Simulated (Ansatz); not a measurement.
# BaTe: the cost of one run

Computed with Ansatz 0.2.0 (plane waves, PAW, unless a step's input says otherwise).

3 further runs of the same task are left out: 3 that didn't finish.

### 1 The system as given

Symmetry: P6_3/mmc, No. 194, hexagonal system. The conventional cell has a = 4.895 Å, b = 4.895 Å, c = 8.584 Å, α = 90.00°, β = 90.00°, γ = 120.00°. Ba (site symmetry -3m) has 6 Te at 3.55 Å as nearest neighbours. Around Te (site symmetry -6m2) lie 6 Ba at 3.55 Å.

As a file:

```
CELL_PARAMETERS angstrom
4.89537 0.00000 0.00000
-2.44769 4.23952 0.00000
0.00000 0.00000 8.58407
ATOMIC_POSITIONS crystal
Ba 0.00000 0.00000 0.00000
Ba 0.00000 0.00000 0.50000
Te 0.33333 0.66667 0.25000
Te 0.66667 0.33333 0.75000
```

The cell was relaxed beforehand with r2SCAN; those runs aren't shown. No run includes spin-orbit coupling, which matters for Ba, Te.

### 2 PBE, anion s p, 6×6×2

Input file input.yaml:

```yaml
crystal:
  lattice:
    - [4.8953714734, 0.0, 0.0]
    - [-2.4476857367, 4.2395160569, 0.0]
    - [0.0, 0.0, 8.5840688827]
  atoms:
    - { symbol: Ba, position: [0.0, 0.0, 0.0] }
    - { symbol: Ba, position: [0.0, 0.0, 0.5] }
    - { symbol: Te, position: [0.3333333333, 0.6666666667, 0.25] }
    - { symbol: Te, position: [0.6666666667, 0.3333333333, 0.75] }
kpoints:
  mp_grid: { grid: [6, 6, 2] }
  band_path:
    path:
      - [[0.0, 0.0, 0.0], [0.5, 8.689117280422e-17, 0.0], [0.3333333333333, 0.3333333333333, 0.0], [0.0, 0.0, 0.0], [0.0, 0.0, 0.5], [0.5, 8.689117280422e-17, 0.5], [0.3333333333333, 0.3333333333333, 0.5], [0.0, 0.0, 0.5]]
      - [[0.5, 8.689117280422e-17, 0.5], [0.5, 8.689117280422e-17, 0.0]]
      - [[0.3333333333333, 0.3333333333333, 0.5], [0.3333333333333, 0.3333333333333, 0.0]]
    npoints: 10
hamiltonian:
  xc: pbe
scf:
  occupations: { method: fixed }
  n_extra_bands: 6
output:
  forces: false
  stress: false
  eigenvalues: true
  wannier:
    kmesh: [6, 6, 2]
    projections: [{ species: Te, l: s, shell: 5 }, { species: Te, l: p, shell: 5 }]
    minimise: true
    write_hr: true
    conv_tol: 1.0e-08
    max_iter: 3000
```

On the command line:

```console
$ ansatz run input.yaml --threads 4 --pin off --max-ram 3686MiB --backend cpu --events-out ev --progress --plain --runs-dir out
```

What time and memory should one allow on 4 threads of Arm Neoverse V1, shared host?

About 6.1 s, with a peak of 0.56 GiB.
